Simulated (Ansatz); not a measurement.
## Ga under changes of volume

One of the cells (18.191 Å³/atom); the others are scaled copies at fixed shape and fractional positions:

```
Ga
1.0
     2.77842    0.00000    0.00000
     0.00000    3.28161    0.00000
    -1.34343    0.00000    3.99027
Ga
2
Direct
  0.13460 0.75000 0.77017
  0.86540 0.25000 0.22983
```

This isn't the form of Ga at room conditions, which is orthorhombic.

* Program: Ansatz 0.2.0
* Functional: LDA
* Potentials or basis: Ansatz PAW
* Cutoff: 420 eV (not typed: the program's choice for these potentials)
* k mesh: 10 × 8 × 7
* Occupations: fermi-dirac, width 0.05 eV
* Spin: no spin polarisation

```csv
volume (Å³/atom),energy over the lowest point (meV/atom),pressure (GPa),largest force (eV/Å)
17.100,0.66,1.0,0.089
17.463,0.00,-0.4,0.081
17.827,?,?,?
18.191,7.48,-2.8,0.065
18.555,14.91,-3.8,0.057
18.919,24.53,-4.7,0.049
19.283,36.07,-5.5,0.043
```

What does the run at 17.827 Å³/atom give?

Energy over the lowest point 2.42 meV/atom; pressure -1.7 GPa; largest force 0.073 eV/Å.

Worked out: A Birch-Murnaghan fit of order 3 (a polynomial in V^(-2/3)) to the other rows has its minimum at 17.35 Å³/atom with B0 = V·E''(V) = 65 GPa and B' = 4.4 at fixed shape and positions, which overstates the stiffness. It gives 2.39 meV/atom at 17.827 Å³/atom, against the run's 2.42, and -dE/dV = -1.7 GPa, against -1.7.

Energies are extrapolated to zero smearing.

Caveats: the PAW data sets come from PBE, with cores solved anew for the run's functional, which leaves a small shift of forces and pressure.
